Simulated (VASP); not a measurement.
# CdS (Hawleyite) (F-43m) in VASP: further runs, part 2 of 3

VASP 6.6.1.

## (3) G0W0 quasiparticle levels, PBE

POSCAR reads:

```
CdS
1.0
    0.0000000000      2.9165000000      2.9165000000
    2.9165000000      0.0000000000      2.9165000000
    2.9165000000      2.9165000000      0.0000000000
Cd S
1 1
Direct
    0.0000000000      0.0000000000      0.0000000000
    0.7500000000      0.7500000000      0.7500000000
```

INCAR.step1 reads:

```
SYSTEM = CdS
PREC = Accurate ; ENCUT = 450
EDIFF = 1E-8 ; ISMEAR = 0
SIGMA = 0.01 ; LREAL = .False.
LASPH = .True. ; NELM = 60
ALGO = Normal ; LWAVE = .True.
LCHARG = .False. ; GGA = PE
```

INCAR.step2 reads:

```
SYSTEM = CdS
PREC = Accurate ; ENCUT = 450
EDIFF = 1E-8 ; ISMEAR = 0
SIGMA = 0.01 ; LREAL = .False.
LASPH = .True. ; NELM = 1
ALGO = Exact ; LWAVE = .True.
LCHARG = .False. ; GGA = PE
NBANDS = 306 ; LOPTICS = .True.
ISTART = 1
```

INCAR.step3 reads:

```
SYSTEM = CdS
PREC = Accurate ; ENCUT = 450
EDIFF = 1E-8 ; ISMEAR = 0
SIGMA = 0.01 ; LREAL = .False.
LASPH = .True. ; ALGO = EVGW0
LWAVE = .False. ; LCHARG = .False.
GGA = PE ; NELMGW = 1
NBANDS = 306 ; ENCUTGW = 150
NOMEGA = 48 ; PRECFOCK = Fast
ISTART = 1 ; NBANDSGW = 17
```

KPOINTS reads:

```
regular mesh
0
Gamma
  3 3 3
  0 0 0
```

Potentials or basis: VASP PAW PBE potentials, release 64 (Cd_GW, S_GW).

On the command line:

```
cat potpaw_PBE.64/Cd_GW/POTCAR potpaw_PBE.64/S_GW/POTCAR > POTCAR
cp INCAR.step1 INCAR
mpirun -np 1 vasp_std > vasp.out
cp INCAR.step2 INCAR
mpirun -np 1 vasp_std > vasp.out
cp INCAR.step3 INCAR
mpirun -np 1 vasp_std > vasp.out
```

OUTCAR:

```text
SYSTEM = CdS
   PREC = Accurate
   ENCUT = 450
   EDIFF = 1E-8
   ISMEAR = 0
   LREAL = .False.
   LASPH = .True.
   GGA = PE
   NELMGW = 1
   ENCUTGW = 150
   PRECFOCK = Fast
   ISTART = 1

 Found      4 irreducible k-points:

 Following reciprocal coordinates:
            Coordinates               Weight
  0.000000  0.000000  0.000000      1.000000
  0.333333  0.000000  0.000000      8.000000
  0.333333  0.333333  0.000000      6.000000
 -0.333333  0.333333  0.000000     12.000000
   k-points           NKPTS =      4   k-points in BZ     NKDIM =     27   number of bands    NBANDS=    306
   number of dos      NEDOS =    301   number of ions     NIONS =      2
   total plane-waves  NPLWV =  27000
   dimension x,y,z NGX =    30 NGY =   30 NGZ =   30
   dimension x,y,z NGXF=    60 NGYF=   60 NGZF=   60
   ions per type =               1   1
   NGX,Y,Z   is equivalent  to a cutoff of  12.09, 12.09, 12.09 a.u.
   NGXF,Y,Z  is equivalent  to a cutoff of  24.18, 24.18, 24.18 a.u.
 SYSTEM =  CdS
   PREC   = accura    normal or accurate (medium, high low for compatibility)
   ISTART =      1    job   : 0-new  1-cont  2-samecut
   ICHARG =      0    charge: 1-file 2-atom 10-const
   ISPIN  =      1    spin polarized calculation?
   LNONCOLLINEAR =      F non collinear calculations
   LSORBIT =      F    spin-orbit coupling
   LASPH  =      T    aspherical Exc in radial PAW
   ENCUT  =  450.0 eV  33.07 Ry    5.75 a.u.   7.13  7.13  7.13*2*pi/ulx,y,z
   NELM   =     60;   NELMIN=  2; NELMDL=  0     # of ELM steps
   EDIFF  = 0.1E-07   stopping-criterion for ELM
   LREAL  =      F    real-space projection
   EDIFFG = 0.1E-06   stopping-criterion for IOM
   NSW    =      0    number of steps for IOM
   IBRION =     -1    ionic relax: 0-MD 1-quasi-New 2-CG
   NFREE  =      0    steps in history (QN), initial steepest desc. (CG)
   ISIF   =      0    stress and relaxation
   ISYM   =      3    0-nonsym 1-usesym 2-fastsym
   POTIM  = 0.5000    time-step for ionic-motion
   TEBEG  =    0.0;   TEEND  =   0.0 temperature during run
   PSTRESS=    0.0 pullay stress
   NELECT =      18.0000    total number of electrons
   NUPDOWN=      -1.0000    fix difference up-down
   EMIN   =  10.00;   EMAX   =-10.00  energy-range for DOS
   EFERMI =   0.00;   METHOD = LEGACY
   ISMEAR =     0;   SIGMA  =   0.01  broadening in eV -4-tet -1-fermi 0-gaus
   EFERMI_NEDOS =   21; number of points for ismear=-14 and -15
   IALGO  =     38    algorithm
   IMIX   =      4    mixing-type and parameters
     AMIX     =   0.40;   BMIX     =  1.00
     AMIX_MAG =   1.60;   BMIX_MAG =  1.00
  volume/ion in A,a.u.               =      24.81       167.41
  Fermi-wavevector in a.u.,A,eV,Ry     =   1.167599  2.206442 18.548649  1.363287
  Thomas-Fermi vector in A             =   2.304097
   LORBIT       =      0    0 simple, 1 ext, 2 COOP (PROOUT), +10 PAW based schemes
   GGA     = PE    functional components
   LHFCALC =     T    Hartree Fock is set to
   PRECFOCK=fast      Normal, Fast or Accurate (Low or Medium for compatibility)
   ENCUT4O =  -1.0   cutoff for four orbital integrals eV
   NKREDX  =     1    reduce k-point grid by
   NKREDY  =     1    reduce k-point grid by
   NKREDZ  =     1    reduce k-point grid by
   AEXX    =    1.0000 exact exchange contribution
   HFSCREEN=    0.0000 screening length (either q_TF or 0.3 A-1)
   HFSCREENC=   0.0000 screening length for correlation (either q_TF or 0.3 A-1)
   ENCUTFOCK=  -1.0 apply spherical cutoff to Coloumb kernel
   IVDW    =     0    specifies the selected vdW correction
   LEPSILON=     F    determine dielectric tensor
   LRPA    =     F    only Hartree local field effects (RPA)
   LRPAFORCE           =     F    calculate RPA forces
   ENCUTGW             = 150.0    cutoff for response function in eV
   ENCUTGWSOFT         = 120.0    soft cutoff for Coulomb kernel in GW response function in eV
   ENCUTLF             =  -1.0    cutoff for local field effects
   NELMGW              =     1    number of iterations in solving QP/BSE equation
   NELMHF              =     1    number of iterations in the inner HF iteration
   NKREDLFX            =     1    NKREDLFY  =   1   NKREDLFZ  =   1
 non-spin polarized calculation
 Gauss-broadening in eV      SIGMA  =   0.01
  energy-cutoff  :      450.00
  volume of cell :       49.62
 maximum number of plane-waves:      1089
 NGX is ok and might be reduce to    30
  NGX = 16; NGY = 16; NGZ = 16
   NGX = 15   NGY = 15   NGZ = 15
 maximum number of plane-waves:       212

 QP shifts <psi_nk| G(iteration)W_0 |psi_nk>: iteration 1
 for sc-GW calculations column KS-energies equals QP-energies in previous step
 and V_xc(KS)=  KS-energies - (<T + V_ion + V_H > + <T+V_H+V_ion>^1  + <V_x>^1)

 k-point   1 :       0.0000    0.0000    0.0000
  band No.  KS-energies  QP-energies   sigma(KS)   V_xc(KS)     V^pw_x(r,r')   Z            occupation Imag(sigma)

      1      -9.6269     -10.1008     -13.7442     -12.9919     -20.9027       0.6299       2.0000       1.1265
      2      -5.0684      -6.8721     -17.7945     -15.1709     -22.9360       0.6875       2.0000       0.3366
      3      -5.0684      -6.8721     -17.7945     -15.1709     -22.9360       0.6875       2.0000       0.3366
      4      -5.0684      -6.8721     -17.7945     -15.1709     -22.9360       0.6875       2.0000       0.3366
      5      -4.5976      -6.5221     -18.2534     -15.4962     -23.2435       0.6980       2.0000       0.2961
      6      -4.5976      -6.5221     -18.2534     -15.4962     -23.2435       0.6980       2.0000       0.2961
[... 9 lines left out ...]
     16      14.1407      13.9334      -8.1703      -7.8901      -2.3983       0.7397       0.0000      -0.3782
     17      15.9596      15.7286      -7.5243      -7.2158      -2.1079       0.7490       0.0000      -0.4660
[... 46 lines left out ...]
      1      -9.0987      -9.6457     -14.5862     -13.7258     -21.5520       0.6358       2.0000       0.9831
      2      -4.8899      -6.7336     -17.8605     -15.2036     -22.9342       0.6939       2.0000       0.3301
      3      -4.8169      -6.6686     -18.0825     -15.4167     -23.1912       0.6946       2.0000       0.3305
      4      -4.6468      -6.5629     -18.1632     -15.4189     -23.1757       0.6982       2.0000       0.3055
      5      -4.5750      -6.5047     -18.2635     -15.5085     -23.2673       0.7004       2.0000       0.2983
      6      -4.0334      -5.8082     -18.1417     -15.5957     -23.1416       0.6971       2.0000       0.3239
[... 9 lines left out ...]
     16      17.1131      17.3019      -9.9054     -10.1620      -3.8311       0.7358       0.0000      -0.5509
     17      17.7266      18.0274     -10.6164     -11.0242      -4.1776       0.7376       0.0000      -0.7168
```

OUTCAR.step2:

```text
SYSTEM = CdS
   PREC = Accurate
   ENCUT = 450
   EDIFF = 1E-8
[... 539 lines left out ...]
  --------------------------------------------------------------------------------------------------------------
     0.00000    17.95347    17.95347    17.95347    -0.00000    -0.00000    -0.00000
     2.33560     6.96511     6.96511     6.96511    -0.00000     0.00000    -0.00000
     4.67121     6.34617     6.34617     6.34617     0.00000    -0.00000     0.00000
     7.00681     0.14929     0.14929     0.14929    -0.00000     0.00000     0.00000
     9.34241    -0.61615    -0.61615    -0.61615    -0.00000     0.00000     0.00000
    11.67801    -1.39852    -1.39852    -1.39852     0.00000     0.00000     0.00000
[... 92 lines left out ...]
   228.88907     0.98721     0.98721     0.98721     0.00000     0.00000     0.00000
   231.22467     0.98748     0.98748     0.98748     0.00000     0.00000     0.00000
```

It took 83 s on 1 thread of Intel Xeon 6975P-C (Granite Rapids), shared host; peak memory 0.36 GiB.

The run converged, but some of its settings lie outside the range that counts as converged, so its numbers aren't taken as properties of the crystal.

Results:

```yaml
Band_gap_on_the_k_mesh_mean-field_level: 1.10 eV, direct
Quasiparticle_gap: 1.83 eV
Least_direct_quasiparticle_gap: 1.83 eV
```

Caveat: the k mesh is coarse (spacing up to 0.62 Å⁻¹), so the values aren't converged; bands, screening cutoff and mesh are small and nothing is extrapolated, so the quasiparticle values aren't converged.

## (4) Optical spectrum, RPBE+D3(BJ), spin-orbit coupling, no magnetisation

INCAR reads:

```
PREC     = Accurate       # precision mode
ENCUT    = 300            # plane-wave cutoff, eV
EDIFF    = 1E-6           # SCF threshold, eV
ISMEAR   = -1             # smearing method
SIGMA    = 0.1            # smearing width, eV
LREAL    = False          # projectors in reciprocal space
LASPH    = True           # aspherical terms in the spheres
NELM     = 80             # most SCF steps
ALGO     = Fast           # electronic algorithm
ISIF     = 2              # what is computed and relaxed
LWAVE    = False          # write WAVECAR
LCHARG   = False          # write CHGCAR
LNONCOLLINEAR= True           # non-collinear magnetism
MAGMOM   = 0 0 0 0 0 0    # initial moments
LORBIT   = 11             # projections on sites
LSORBIT  = True           # spin-orbit coupling
GGA_COMPAT= False        
GGA      = RP             # functional
IVDW     = 12             # dispersion correction
LOPTICS  = True           # frequency-dependent dielectric function
NBANDS   = 19             # bands
NEDOS    = 2000           # points of the DOS
CSHIFT   = 0.1
```

KPOINTS reads:

```
Automatic mesh
0
Gamma
  6 6 6
```

POSCAR reads:

```
CdS
4.1246
    0.000000000000      0.707098870193      0.707098870193
    0.707098870193      0.000000000000      0.707098870193
    0.707098870193      0.707098870193      0.000000000000
Cd S
1 1
Direct
    0.0000000000      0.0000000000      0.0000000000
    0.7500000000      0.7500000000      0.7500000000
```

Potentials or basis: VASP PAW PBE potentials, release 64 (Cd, S_h).

On the command line:

```
cat potpaw_PBE.64/Cd/POTCAR potpaw_PBE.64/S_h/POTCAR > POTCAR
mpirun -np 1 vasp_ncl > vasp.out
```

OUTCAR:

```text
PREC = Accurate
   ENCUT = 300
   EDIFF = 1E-6
   ISMEAR = -1
   LREAL = False
   LASPH = True
   NELM = 80
   ISIF = 2
   LNONCOLLINEAR = True
   LORBIT = 11
   LSORBIT = True
   GGA = RP
   IVDW = 12
 IVDW          = 12

 ion  position               nearest neighbor table
   1  0.000  0.000  0.000-   2 2.53   2 2.53   2 2.53   2 2.53
   2  0.750  0.750  0.750-   1 2.53   1 2.53   1 2.53   1 2.53

  LATTYP: Found a face centered cubic cell.
 ALAT       =     5.8330000000

  Lattice vectors:

 A1 = (   0.0000000000,   2.9165000000,   2.9165000000)
 A2 = (   2.9165000000,   0.0000000000,   2.9165000000)
 A3 = (   2.9165000000,   2.9165000000,   0.0000000000)

Analysis of symmetry for initial positions (statically):
=====================================================================
 Subroutine PRICEL returns:
 Original cell was already a primitive cell.

 Routine SETGRP: Setting up the symmetry group for a
 face centered cubic supercell.

 Subroutine GETGRP returns: Found 24 space group operations
 (whereof 24 operations were pure point group operations)
 out of a pool of 48 trial point group operations.

The static configuration has the point symmetry T_d .

Analysis of symmetry for dynamics (positions and initial velocities):
=====================================================================
 Subroutine PRICEL returns:
 Original cell was already a primitive cell.

 Routine SETGRP: Setting up the symmetry group for a
 face centered cubic supercell.

 Subroutine GETGRP returns: Found 24 space group operations
 (whereof 24 operations were pure point group operations)
 out of a pool of 48 trial point group operations.

The dynamic configuration has the point symmetry T_d .

Analysis of structural, dynamic, and magnetic symmetry:
=====================================================================
[... 1009 lines left out ...]
     0.00000     2.93122     2.93122     2.93122    -0.00000     0.00000    -0.00000
     0.20849     2.95019     2.95019     2.95019    -0.00000     0.00000    -0.00000
     0.41699     3.01239     3.01239     3.01239    -0.00000     0.00000    -0.00000
     0.62548     3.11937     3.11937     3.11937    -0.00000     0.00000    -0.00000
     0.83398     3.28215     3.28215     3.28215    -0.00000     0.00000    -0.00000
     1.04247     3.32660     3.32660     3.32660    -0.00000     0.00000    -0.00000
[... 92 lines left out ...]
    20.43243     0.90652     0.90652     0.90652     0.00000    -0.00000    -0.00000
    20.64092     0.90864     0.90864     0.90864     0.00000    -0.00000    -0.00000

 Spin-Orbit-Coupling matrix elements

 Ion:    1  E_soc:     -0.0552633
 l=   1
     0.0000000    -0.0024482    -0.0024482
    -0.0024482     0.0000000    -0.0024482
    -0.0024482    -0.0024482     0.0000000
 l=   2
     0.0000000    -0.0013811     0.0000000    -0.0013811    -0.0053813
    -0.0013811     0.0000000    -0.0040360    -0.0013811    -0.0013453
     0.0000000    -0.0040360     0.0000000    -0.0040360     0.0000000
    -0.0013811    -0.0013811    -0.0040360     0.0000000    -0.0013453
    -0.0053813    -0.0013453     0.0000000    -0.0013453     0.0000000
 l=   3
     0.0000000     0.0000000     0.0000000     0.0000000     0.0000000     0.0000000     0.0000000
     0.0000000     0.0000000     0.0000000     0.0000000     0.0000000     0.0000000     0.0000000
     0.0000000     0.0000000     0.0000000     0.0000000     0.0000000     0.0000000     0.0000000
     0.0000000     0.0000000     0.0000000     0.0000000     0.0000000     0.0000000     0.0000000
     0.0000000     0.0000000     0.0000000     0.0000000     0.0000000     0.0000000     0.0000000
     0.0000000     0.0000000     0.0000000     0.0000000     0.0000000     0.0000000     0.0000000
     0.0000000     0.0000000     0.0000000     0.0000000     0.0000000     0.0000000     0.0000000

 Ion:    2  E_soc:     -0.0020781
 l=   1
     0.0000000    -0.0003464    -0.0003464
    -0.0003464     0.0000000    -0.0003464
    -0.0003464    -0.0003464     0.0000000
 l=   2
     0.0000000     0.0000000     0.0000000     0.0000000     0.0000000
     0.0000000     0.0000000     0.0000000     0.0000000     0.0000000
     0.0000000     0.0000000     0.0000000     0.0000000     0.0000000
     0.0000000     0.0000000     0.0000000     0.0000000     0.0000000
     0.0000000     0.0000000     0.0000000     0.0000000     0.0000000
 l=   3
     0.0000000     0.0000000     0.0000000     0.0000000     0.0000000     0.0000000     0.0000000
     0.0000000     0.0000000     0.0000000     0.0000000     0.0000000     0.0000000     0.0000000
     0.0000000     0.0000000     0.0000000     0.0000000     0.0000000     0.0000000     0.0000000
     0.0000000     0.0000000     0.0000000     0.0000000     0.0000000     0.0000000     0.0000000
     0.0000000     0.0000000     0.0000000     0.0000000     0.0000000     0.0000000     0.0000000
     0.0000000     0.0000000     0.0000000     0.0000000     0.0000000     0.0000000     0.0000000
     0.0000000     0.0000000     0.0000000     0.0000000     0.0000000     0.0000000     0.0000000

 total charge

# of ion       s       p       d       tot
------------------------------------------
    1        0.423   0.326   9.543  10.291
    2        0.816   1.330   0.000   2.146
--------------------------------------------------
tot          1.238   1.656   9.543  12.437

 magnetization (x)

# of ion       s       p       d       tot
------------------------------------------
    1        0.000  -0.000   0.000  -0.000
    2       -0.000   0.000   0.000   0.000
--------------------------------------------------
tot          0.000   0.000   0.000   0.000

 magnetization (y)

# of ion       s       p       d       tot
------------------------------------------
    1        0.000   0.000   0.000   0.000
    2        0.000  -0.000   0.000  -0.000
--------------------------------------------------
tot          0.000   0.000   0.000   0.000

 magnetization (z)

# of ion       s       p       d       tot
------------------------------------------
    1       -0.000   0.000  -0.000   0.000
    2       -0.000   0.000   0.000   0.000
--------------------------------------------------
tot         -0.000   0.000  -0.000   0.000
```

stdout:

```text
POSCAR found type information on POSCAR CdS
 POSCAR found :  2 types and       2 ions
 scaLAPACK will be used
 -----------------------------------------------------------------------------
|                                                                             |
|                                                                             |
|     You enforced a specific xc type in the INCAR file but a different       |
|     I HOPE YOU KNOW WHAT YOU ARE DOING!                                     |
|                                                                             |
 -----------------------------------------------------------------------------

 LDA part: xc-table for (Slater+PW92), standard interpolation
 POSCAR, INCAR and KPOINTS ok, starting setup
 FFT: planning ... GRIDC
 FFT: planning ... GRID_SOFT
 FFT: planning ... GRID
 WAVECAR not read
 entering main loop
 optical routines
 imaginary and real dielectric function
 recalculating local potential from charge density
 direction            1
 direction            2
 direction            3
```

Wall time 23 s (1 thread of Intel Xeon Platinum 8488C (Sapphire Rapids), shared host); peak memory 0.22 GiB.

The run converged, but a check on its numbers failed (symmetry, net force, bounds or a known fault of this set-up), so they aren't taken as properties of the crystal.

Caveat: the cutoff lies under the usual one of these potentials, so the numbers hold a large basis-set error; spectra need much finer meshes, so this one isn't converged; independent-particle spectra lack excitons.

[end of part 2 of 3]
